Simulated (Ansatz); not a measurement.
# NaH (CsCl type): the cost of one run

Program: Ansatz 0.2.0. Level of theory: DFT PBE, with the methods named in each step. These are calculated values, not measurements.

2 further runs of the same task are left out: 2 that didn't finish. Runs told in other sessions of the task aren't counted.

**1. Starting point**

It takes space group Pm-3m (No. 221, cubic). The conventional cell has a = 2.964 Å, b = 2.964 Å, c = 2.964 Å, α = 90.00°, β = 90.00°, γ = 90.00°. Na (site symmetry m-3m) is surrounded by 8 H at 2.57 Å. H (site symmetry m-3m) has 8 Na at 2.57 Å in its first shell of neighbours.

As a file:

```cif
data_structure
_symmetry_space_group_name_H-M 'P 1'
_symmetry_Int_Tables_number 1
_cell_length_a 2.9642
_cell_length_b 2.9642
_cell_length_c 2.9642
_cell_angle_alpha 90.000
_cell_angle_beta 90.000
_cell_angle_gamma 90.000
_cell_volume 26.04
loop_
_atom_site_label
_atom_site_type_symbol
_atom_site_fract_x
_atom_site_fract_y
_atom_site_fract_z
_atom_site_occupancy
Na1 Na 0.00000 0.00000 0.00000 1
H1 H 0.50000 0.50000 0.50000 1
```

Whether this phase is the stable one at these pressures isn't tested.

Atoms are numbered in the order of the input: Na1, H2.

**2. The reference volume, LAPW**

The input, input.yaml:

```yaml
crystal:
  lattice:
    - [2.964159861, 0.0, 0.0]
    - [0.0, 2.964159861, 0.0]
    - [0.0, 0.0, 2.964159861]
  atoms:
    - { symbol: Na, position: [0.0, 0.0, 0.0] }
    - { symbol: H, position: [0.5, 0.5, 0.5] }
kpoints:
  mp_grid: { grid: [12, 12, 12] }
  band_path:
    path:
      - [0.0, 0.0, 0.0]
      - [0.0, 0.5, 0.0]
      - [0.5, 0.5, 0.0]
      - [0.0, 0.0, 0.0]
      - [0.5, 0.5, 0.5]
      - [0.0, 0.5, 0.0]
      - [0.5, 0.5, 0.5]
      - [0.5, 0.5, 0.0]
    npoints: 14
scf:
  occupations: { method: fermi_dirac, width: 0.08 }
hamiltonian:
  xc: pbe
  pseudopotentials: { kind: all_electron, lapw: { basis_error: 0.001 } }
output:
  forces: true
  stress: true
  eigenvalues: true
  populations: true
  dos: { projected: true, de: 0.2, e_range: [-14, 8] }
```

Launch:

```
ansatz run input.yaml --threads 1 --pin off --max-ram 2048MiB --backend cpu --events-out ev --progress --plain --runs-dir out
```

Q: Estimate wall time and peak memory on 1 thread of Arm Neoverse V2, shared host.

About 4.4 s, with a peak of 0.23 GiB.
